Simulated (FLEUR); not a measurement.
The system is Co.

```
Co
1.0
     2.47200    0.00000    0.00000
    -1.23600    2.14081    0.00000
     0.00000    0.00000    4.02114
Co
2
Direct
  0.66667 0.33333 0.75000
  0.33333 0.66667 0.25000
```

```yaml
Program: FLEUR MaX-R8.1 (later development tree)
Task: single point
Functional: PBE
Potentials_or_basis: all-electron
Basis: FLAPW
Kmax: 4.11 1/bohr
k_mesh: 12 × 12 × 7
Occupations: fermi-dirac, width 0.05 eV
Spin: collinear spin, ferromagnetic start
Starting_moments: "[2.0, 2.0] μB"
Gmax: 12.8 1/bohr
Muffin-tin_radii: Co 2.09 bohr
lmax: Co 9
Local_orbitals_a_species: Co 5
Max_iterations: 60
Mixing_factor: 0.05
Mixer: Anderson
Mixer_history: 15
```

On this cell: largest force under 0.003 eV/Å; net moment 3.21 μB per cell; site moments Co +1.68 μB; band gap on the k mesh none (metal or under the smearing width).

The same run follows on a disturbed copy (atoms moved at random, drawn with an rms of 0.05 Å):

```
Co
1.0
     2.47200    0.00000    0.00000
    -1.23600    2.14081    0.00000
     0.00000    0.00000    4.02114
Co
2
Direct
  0.66485 0.31270 0.74273
  0.34334 0.65289 0.24011
```

Q: What does the disturbed cell give?

A: The energy (extrapolated to zero smearing) moves by +0.6 meV/atom; largest force 0.095 eV/Å; net moment 3.21 μB per cell; site moments Co +1.69 μB; band gap on the k mesh none (metal or under the smearing width).

Forces in eV/Å, atoms in the order of the input:
```
Co   0.053  0.038 -0.070
Co  -0.053 -0.038  0.070
```
